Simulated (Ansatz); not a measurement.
The same path of a periodic cell of 17 atoms, Si (host Si, host structure diamond, interstitial Si) was run twice with different band settings. Lost on the way: Si2–Si17. Made: Si13–Si17.

Level of theory: DFT PBEsol, scalar-relativistic, plane waves, PAW (Ansatz). Settings: cutoff 420 eV, k mesh 2x2x2, fermi-dirac smearing 0.02 eV, no spin polarisation.

Relaxed end points:

```xyz
17
Lattice="0.0000 5.4300 5.4300 5.4300 0.0000 5.4300 5.4300 5.4300 0.0000" Properties=species:S:1:pos:R:3
Si -0.002 -0.004 -0.031
Si 1.376 1.374 1.340
Si 2.713 2.705 0.005
Si 4.048 4.043 1.335
Si 2.748 -0.005 2.719
Si 4.068 1.359 4.079
Si 5.431 2.676 2.716
Si 6.812 4.043 4.099
Si -0.001 2.746 2.717
Si 1.361 4.067 4.077
Si 2.682 5.427 2.715
Si 4.050 6.807 4.097
Si 2.715 2.715 5.430
Si 4.069 4.066 6.785
Si 5.432 5.426 5.465
Si 6.794 6.790 6.783
Si 5.428 5.420 2.720
```

```xyz
17
Lattice="0.0000 5.4300 5.4300 5.4300 0.0000 5.4300 5.4300 5.4300 0.0000" Properties=species:S:1:pos:R:3
Si 0.004 0.004 0.004
Si 1.357 1.357 1.357
Si 2.711 2.710 0.006
Si 4.074 4.071 1.325
Si 2.711 0.006 2.710
Si 4.073 1.325 4.071
Si 5.455 2.691 2.691
Si 6.822 4.073 4.073
Si 0.005 2.711 2.711
Si 1.325 4.072 4.073
Si 2.695 5.451 2.695
Si 4.074 6.820 4.075
Si 2.694 2.694 5.452
Si 4.074 4.074 6.821
Si 5.457 5.456 5.456
Si 6.794 6.788 6.790
Si 4.079 4.073 4.075
```

Common settings: spring 5.0 eV/Å²; optimiser quadratic models (default); force threshold 0.05 eV/Å; end points relaxed.

| run | movable images | climbing image | start path | iteration limit |
| --- | --- | --- | --- | --- |
| 1 | 3 | yes | IDPP | 35 |
| 2 | 4 | from the first iteration | default | 23 |

Q: What does each run give, and how far can it be trusted?

A: Run 1: converged after 8 iterations, highest image 0.301 eV above the first end. By the program's own check the climbing image is of a kind that is not told: the force calls were inconclusive, a negative curvature could not be distinguished from the path's own, the only one lies far off the path, or fixed occupations may fill a level only in part (lowest curvatures found: -0.28 and 0.47 eV/Å²).
Run 2: converged after 8 iterations, highest image 0.300 eV above the first end. The order of the stationary point at the top wasn't checked.
Limits of this set-up: coarse k mesh.
